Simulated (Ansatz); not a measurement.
Wires are cut from relaxed bulk FeO (Fm-3m, 10.00 Å³/atom, gap on the mesh 0.00 eV); atoms and period are relaxed, and energies count from that bulk.

Level of theory: Ansatz, DFT PBE, scalar-relativistic, plane waves, PAW.

Cutoff 420 eV, Gaussian smearing of 0.05 eV, energies at zero smearing, symmetry of each start kept, collinear spin where a moment is listed.

| start | atoms | k mesh | excess energy (eV per host atom) | line energy (eV/Å) | period (Å) | gap on the mesh (eV) | highest filled level or Fermi level under vacuum (eV) | size of the moment (μB per cell) |
| --- | --- | --- | --- | --- | --- | --- | --- | --- |
| [110] wire, 8 host atoms a period* | 8 | 1×1×11 | 0.160 | 0.470 | 2.715 | 0 | 5.12 | 12.00 |
| [110] wire, 20 host atoms a period | 20 | 1×1×11 | 0.261 | 1.770 | 2.948 | 0 | - | 38.87 |

* ends far from its start.

Moments started parallel, and an antiferromagnetic order may lie lower.

Each run keeps its start's symmetry and one magnetic start, so lower states can exist.

Cost: 2 runs of about 2.1 core-hours in all, on Intel Xeon Platinum 8488C (Sapphire Rapids) (shared hosts).